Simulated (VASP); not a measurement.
# Hf (Fm-3m) in VASP: a series of runs, part 2 of 2

VASP 6.6.1.

## (3) Phonons, r2SCAN

POSCAR

```
Hf
1.0
    0.0000000000      2.2200000000      2.2200000000
    2.2200000000      0.0000000000      2.2200000000
    2.2200000000      2.2200000000      0.0000000000
Hf
1
Direct
    0.0000000000      0.0000000000      0.0000000000
```

INCAR.step1

```
SYSTEM = Hf
ALGO = Normal
EDIFF = 1E-8
EDIFFG = -0.002
ENCUT = 600
IBRION = 2
ISIF = 3
ISMEAR = 1
LASPH = .TRUE.
LCHARG = .FALSE.
LMIXTAU = .TRUE.
LREAL = .FALSE.
LWAVE = .FALSE.
METAGGA = R2SCAN
NELM = 80
NSW = 40
PREC = Accurate
SIGMA = 0.1
```

INCAR.step2

```
SYSTEM = Hf
ALGO = Normal
EDIFF = 1E-8
ENCUT = 600
IBRION = 6
ISIF = 2
ISMEAR = 1
LASPH = .TRUE.
LCHARG = .FALSE.
LMIXTAU = .TRUE.
LREAL = .FALSE.
LWAVE = .FALSE.
METAGGA = R2SCAN
NELM = 80
NFREE = 2
NSW = 1
POTIM = 0.015
PREC = Accurate
SIGMA = 0.1
```

KPOINTS

```
k-points
0
G
  7 7 7
  0 0 0
```

Potentials or basis: VASP PAW PBE potentials, release 64 (Hf_pv).

The run is started by

```bash
cat potpaw_PBE.64/Hf_pv/POTCAR > POTCAR
cp INCAR.step1 INCAR
mpirun -np 1 vasp_std > vasp.out
cp CONTCAR POSCAR
cp INCAR.step2 INCAR
mpirun -np 1 vasp_std > vasp.out
```

OUTCAR:

```text
SYSTEM = Hf
   EDIFF = 1E-8
   ENCUT = 600
   IBRION = 6
   ISIF = 2
   ISMEAR = 1
   LASPH = .TRUE.
   LREAL = .FALSE.
   METAGGA = R2SCAN
   NELM = 80
   NFREE = 2
   NSW = 1
   POTIM = 0.015
   PREC = Accurate

 ion  position               nearest neighbor table
   1  0.000  0.000  0.000-

  LATTYP: Found a face centered cubic cell.
 ALAT       =     4.4680461719

  Lattice vectors:

 A1 = (   0.0000000000,   2.2340230859,   2.2340230859)
 A2 = (   2.2340230859,   0.0000000000,   2.2340230859)
 A3 = (   2.2340230859,   2.2340230859,   0.0000000000)

Analysis of symmetry for initial positions (statically):
=====================================================================
 Subroutine PRICEL returns:
 Original cell was already a primitive cell.

 Routine SETGRP: Setting up the symmetry group for a
 face centered cubic supercell.

 Subroutine GETGRP returns: Found 48 space group operations
 (whereof 48 operations were pure point group operations)
 out of a pool of 48 trial point group operations.

The static configuration has the point symmetry O_h .

Analysis of symmetry for dynamics (positions and initial velocities):
=====================================================================
 Subroutine PRICEL returns:
 Original cell was already a primitive cell.

 Routine SETGRP: Setting up the symmetry group for a
 face centered cubic supercell.

 Subroutine GETGRP returns: Found 48 space group operations
 (whereof 48 operations were pure point group operations)
 out of a pool of 48 trial point group operations.
[... 144 lines left out ...]

  energy without entropy =      -45.04710166  energy(sigma->0) =      -45.05102098

------------------------ aborting loop because EDIFF is reached ----------------------------------------

  FORCE on cell =-STRESS in cart. coord.  units (eV):
  Direction    XX          YY          ZZ          XY          YZ          ZX
  --------------------------------------------------------------------------------------
  -------------------------------------------------------------------------------------
  Total       -0.0018410     -0.0018410     -0.0018410      0.0000000     -0.0000000      0.0000000
  in kB       -0.1322709     -0.1322709     -0.1322709      0.0000000     -0.0000000      0.0000000
  external PRESSURE =      -0.1322709 kB  Pullay stress =       0.0000000 kB
[... 57 lines left out ...]
--------------------------------------- Ionic step        3  -------------------------------------------

 number of electron      10.0000000 magnetization

 Free energy of the ion-electron system (eV)
  ---------------------------------------------------
  ext. energy  EPLUGINS =         0.00000000
  ---------------------------------------------------
  free energy    TOTEN  =       -45.05298028 eV

  energy without entropy =      -45.04710132  energy(sigma->0) =      -45.05102063

 E-fermi :   4.6403     XC(G=0): -12.1886

 val. band max:        4.6371388490   @ k =   0.2857   0.0000   0.0000
 cond. band min:       4.6537168552   @ k =  -0.2857   0.4286   0.1429
 fundamental gap:      0.0165780062
 Fermi energy:         4.6403130863

 k-point     1 :       0.0000    0.0000    0.0000
  band No.  band energies     occupation
      1     -26.4722      2.00000
      2     -26.4722      2.00000
      3     -26.4722      2.00000
      4      -2.9366      2.00000
      5       6.2363     -0.00000
      6       6.2363     -0.00000
      7       6.2363     -0.00000
      8       9.2408      0.00000
      9       9.2408      0.00000
[... 254 lines left out ...]
  FREE ENERGIE OF THE ION-ELECTRON SYSTEM (eV)
  ---------------------------------------------------
  free  energy   TOTEN  =       -45.0529802822 eV

  energy  without entropy=      -45.0471013186  energy(sigma->0) =      -45.05102063

 INTERNAL STRAIN TENSORS FROM DISPLACED ATOMS
 ============================================

 INTERNAL STRAIN TENSOR FOR ION    1 for displacements in x,y,z  (eV/Angst):
          X           Y           Z          XY          YZ          ZX
  --------------------------------------------------------------------------------
  x     0.00000     0.00000     0.00000     0.00000     0.00000     0.00000
  y     0.00000     0.00000     0.00000     0.00000     0.00000     0.00000
  z     0.00000     0.00000     0.00000     0.00000     0.00000     0.00000

 Eigenvectors and eigenvalues of the dynamical matrix
 ----------------------------------------------------

   1 f/i=    0.000000 THz     0.000000 2PiTHz    0.000000 cm-1     0.000000 meV
             X         Y         Z           dx          dy          dz
      0.000000  0.000000  0.000000     0.000000    0.000000    1.000000

   2 f/i=    0.000000 THz     0.000000 2PiTHz    0.000000 cm-1     0.000000 meV
             X         Y         Z           dx          dy          dz
      0.000000  0.000000  0.000000    -0.974209    0.225649    0.000000

   3 f/i=    0.000000 THz     0.000000 2PiTHz    0.000000 cm-1     0.000000 meV
             X         Y         Z           dx          dy          dz
      0.000000  0.000000  0.000000    -0.225649   -0.974209    0.000000

 ELASTIC MODULI CONTR FROM IONIC RELAXATION (kBar)
 Direction    XX          YY          ZZ          XY          YZ          ZX
 --------------------------------------------------------------------------------
 XX           0.0000      0.0000      0.0000      0.0000      0.0000      0.0000
 YY           0.0000      0.0000      0.0000      0.0000      0.0000      0.0000
 ZZ           0.0000      0.0000      0.0000      0.0000      0.0000      0.0000
 XY           0.0000      0.0000      0.0000      0.0000      0.0000      0.0000
 YZ           0.0000      0.0000      0.0000      0.0000      0.0000      0.0000
 ZX           0.0000      0.0000      0.0000      0.0000      0.0000      0.0000
 --------------------------------------------------------------------------------
```

It took 4.9 min on 1 thread of Intel Xeon Platinum 8259CL at 2.50GHz (Skylake/Cascade Lake), shared host; peak memory 0.17 GiB.

Results:

| Item | Value |
| --- | --- |
| Relaxed volume | 22.30 Å³/atom |
| Relaxed cell | a = 3.159 Å, b = 3.159 Å, c = 3.159 Å, α = 60.00°, β = 60.00°, γ = 60.00° |
| Space group after relaxing (to 0.05 Å) | Fm-3m (No. 225) |

Step by step:
```
step  energy change (eV)  largest force (eV/Å)  pressure (GPa)  volume (Å³)
   1              0.0000                0.0000            2.10        21.88
   2              0.0011                0.0000           -2.36        22.80
   3             -0.0027                0.0000           -0.01        22.30
```

Final structure:
```yaml
crystal:
  lattice:
    - [0.00000, 2.23402, 2.23402]
    - [2.23402, 0.00000, 2.23402]
    - [2.23402, 2.23402, 0.00000]
  atoms:
    - { symbol: Hf, position: [0.00000, 0.00000, 0.00000] }
```

Caveat: the PAW data sets were made with another functional, which shifts forces and pressure a little. The run has no spin-orbit coupling, so splittings on Hf are missing.

## (4) The reference run

An earlier run on the cell as given: functional PBEsol; potentials or basis VASP PAW PBE potentials, release 64 (Hf_pv); cutoff 520 eV; k mesh 10 × 10 × 10; occupations fermi-dirac, width 0.05 eV; no spin polarisation.

* Pressure: -2.1 GPa
* Band gap on the k mesh: none (metal or under the smearing width)
